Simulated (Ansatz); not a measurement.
**Input and output of a self-consistent single point for InN (R3m, 2 atoms in the cell) (Ansatz, a quantum-chemistry and plane-wave program)**

Method: LDA (PW92), default PAW files made with PBE (plane waves; Ansatz).

Input as run:

Ansatz 0.2 input:
```yaml
# InN
crystal:
  lattice:
    - [0.000000, 2.477550, 2.477550]
    - [2.477550, 0.000000, 2.477550]
    - [2.477550, 2.477550, 0.000000]
  atoms:
    - { symbol: In, position: [0.005826, 0.005826, 0.005826] }
    - { symbol: N, position: [0.250000, 0.250000, 0.250000] }
basis:
  ecutwfc: 420.0
kpoints:
  mp_grid: { grid: [9, 9, 9] }
hamiltonian:
  xc: lda
  pseudopotentials: { kind: paw }
scf:
  occupations: { method: fermi_dirac, width: 0.02 }
output:
  forces: true
  eigenvalues: true
  stress: true
```

The program printed (abridged):

```
WARN ansatz: RAYON_NUM_THREADS=1 ignored (pool sized by the plan → 1); use --threads N
Pseudopotentials: kind: paw
Pseudopotential: In, paw, valence charge 13
Pseudopotential: N, paw, valence charge 5
Crystal: 2 atoms, lattice volume = 30.416 Å³
Basis set: ecut = 420 eV, 609 PW (Γ)
Bands: 13, of which v1, the nominal top of the filled ones, is band 9 counted from 1 (8 counted from 0)
Symmetry: 6 space group operations
Space group: R3m (ITA 160), of the structure as read, at distance tolerance 3.1e-5 Å
k-points: 85 of 729 (time reversal used)
PAW frozen core: In, regenerated for the run's functional, and the local potential with it
PAW frozen core: N, regenerated for the run's functional, and the local potential with it
Initial density: superposition of atomic densities (neutral atoms: chi_scale 0, normalization atom), corrected by the library's trained network
Initial wavefunctions: pseudopotential atomic-orbital guess
Eigensolver: davidson
Functional: x = slater, c = lda
SCF iter   1: F=—  HF=-5831.036833 eV  |F-HF|=—  |Δ(HF+E_count)|=         —  Δρ=1.64e-2  dr2=8.63e-2  ethr=1.77e-3  ⟨swp⟩=5.2  Hψ=6003  notcnv=0
all-band conjugate gradients solve this SCF's bands
preconditioner: auto → none
SCF iter   2: F=—  HF=-5831.015490 eV  |F-HF|=—  |Δ(HF+E_count)|=   2.13e-2  Δρ=5.50e-3  dr2=1.17e-2  ethr=4.79e-4  ⟨swp⟩=2.1  Hψ=2155  notcnv=0
SCF iter   3: F=—  HF=-5831.012446 eV  |F-HF|=—  |Δ(HF+E_count)|=   3.04e-3  Δρ=1.32e-3  dr2=2.63e-4  ethr=6.50e-5  ⟨swp⟩=2.1  Hψ=1600  notcnv=0
SCF iter   4: F=—  HF=-5831.012381 eV  |F-HF|=—  |Δ(HF+E_count)|=   6.42e-5  Δρ=3.21e-4  dr2=1.03e-5  ethr=1.46e-6  ⟨swp⟩=2.4  Hψ=1694  notcnv=0
SCF iter   5: F=—  HF=-5831.012382 eV  |F-HF|=—  |Δ(HF+E_count)|=   9.48e-7  Δρ=1.24e-5  dr2=2.69e-8  ethr=5.73e-8  ⟨swp⟩=2.4  Hψ=1764  notcnv=0
SCF iter   6: F=-5831.012382 eV  HF=-5831.012382 eV  |F-HF|=2.83e-9  |Δ(HF+E_count)|=   1.19e-8  Δρ=3.38e-6  dr2=3.19e-9  ethr=1.50e-10  ⟨swp⟩=2.3  Hψ=3781  notcnv=0
SCF 1 converged in 6 iterations: F = -5831.012382 eV  dr2 = 3.19e-9
SCF converged after 6 iterations
Free energy (F): -5831.012382 eV
Harris-Foulkes:  -5831.012382 eV  (|F-HF|=2.83e-9)
Internal energy: -5831.012284 eV  (E = F + TS)
E sigma→0 (E₀):  -5831.012333 eV
Entropy (-TS):   -0.000099 eV (-0.049 meV/atom)
Fermi energy:    9.462608 eV
--- Per-component energies (eV) ---
  E_band       = -3.586078
  E_kinetic    = 374.155330
  E_local      = -1252.380076  (includes V_loc(G=0)·N_el)
  E_nonlocal   = 419.271606
  E_hartree    = 479.454124
  E_xc         = -271.884470
  E_vxc        = -175.823496  (∫ρ·V_xc dr)
  E_paw        = -4136.285937  (= ΣΔE_a)
  E_vpaw       = -327.718969  (= ΣTr[D̂ρ^β])
  E_aug_tail   = 0.000115  (compensation charges beyond the density's cutoff)
  E_ewald      = -1443.707556
  E_core_change = 0.364580  (= ΣΔE_core)
  E_smearing   = -0.000099  (= −TS)
  E_closure    = -0.000000  (closes the sum)
  Σ components = -5831.012382   (vs F -5831.012382, Δ=0.00e0)
--- Forces (eV/Å), atoms counted from 1 ---
  atom   1  In    -0.31814504    -0.31814504    -0.31814504
  atom   2  N      0.31813066     0.31813066     0.31813066
  max |Σ_I F_I| component: 1.44e-5 eV/Å
--- Stress (GPa, compression-positive) ---
       -1.090794       1.596226       1.596226
        1.596226      -1.090794       1.596226
        1.596226       1.596226      -1.090794
  P = ⅓ Tr σ = -1.0908 GPa (-10.908 kbar)
  The stress holds the Pulay correction. Without it, at fixed plane waves, as pw.x and ABINIT print it: P = -1.5525 GPa
--- Band table (eV; the first three rows and the last of 85) ---
  k-point 0: bands = ["-5.1925", "-3.9597", "-3.9343", "-3.9343", "-3.5354", "-3.5354", "9.0787", "9.3905", "9.4598", "9.4598", "18.7705", "18.7705", "18.8701"]
  k-point 1: bands = ["-5.1944", "-3.9489", "-3.9133", "-3.7690", "-3.5370", "-3.5368", "7.9226", "9.2772", "9.3582", "10.4182", "17.9954", "18.8850", "19.0262"]
  k-point 2: bands = ["-5.2294", "-3.8993", "-3.8700", "-3.5319", "-3.5291", "-3.2875", "6.3736", "8.9896", "9.1101", "11.3958", "16.8183", "18.9983", "19.2541"]
  k-point 84: bands = ["-5.3369", "-3.8147", "-3.7820", "-3.4830", "-3.4620", "-1.6491", "3.4125", "7.8731", "8.3927", "13.2161", "15.7574", "18.2215", "19.0954"]
```

The run converged in 6 iterations.

The starting cell has typed, rounded lattice constants, without a prior relaxation at this level. Its lattice was rescaled by up to half a per cent. One atom was moved a little off its site on purpose. Ansatz's pressure includes its estimate of the finite-basis (Pulay) stress. The run gives no clean gap (levels at the Fermi energy touch, overlap or are partly filled at this smearing), which alone does not show that the compound is a metal.
